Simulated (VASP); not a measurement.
Here is a VASP 6.6.1 calculation.

INCAR

```
ALGO = Normal ; EDIFF = 1E-6
EDIFFG = -0.005 ; ENCUT = 600
GGA = PS ; IBRION = 2
ISIF = 3 ; ISMEAR = -1
IVDW = 13 ; LASPH = T
LCHARG = F ; LREAL = F
LWAVE = F ; NELM = 80
NSW = 40 ; PREC = Accurate
SIGMA = 0.05
```

The input KPOINTS:

```
k-points
0
Gamma
  6 6 8
```

The input POSCAR:

```
PbO2
1.0
    4.9949598700      0.0000000000      0.0000000000
    0.0000000000      4.9949598700      0.0000000000
    0.0000000000      0.0000000000      3.4090009600
Pb O
2 4
Direct
    0.5000000000      0.5000000000      0.5000000000
    0.0000000000      0.0000000000      0.0000000000
    0.6925710400      0.6925710400      0.0000000000
    0.8074289600      0.1925710400      0.5000000000
    0.1925710400      0.8074289600      0.5000000000
    0.3074289600      0.3074289600      0.0000000000
```

Potentials or basis: VASP PAW PBE potentials, release 64 (Pb_d, O).

The run is started by

```console
$ cat potpaw_PBE.64/Pb_d/POTCAR potpaw_PBE.64/O/POTCAR > POTCAR
$ mpirun -np 1 vasp_std > vasp.out
```

Problem. Predict the space group after relaxing (to 0.05 Å).

Solution. P4_2/mnm (No. 136).

Problem. Estimate the relaxed volume.

Solution. 14.04 Å³/atom.

Final structure:
```
Pb O
1.0
     4.97039    0.00000    0.00000
     0.00000    4.97039    0.00000
     0.00000    0.00000    3.40989
Pb O
2 4
Cartesian
  2.4852 2.4852 1.7049
  0.0000 0.0000 0.0000
  3.4428 3.4428 0.0000
  4.0128 0.9576 1.7049
  0.9576 4.0128 1.7049
  1.5276 1.5276 3.4099
```

Caveat: the PAW data sets were made with another functional, which shifts forces and pressure a little.
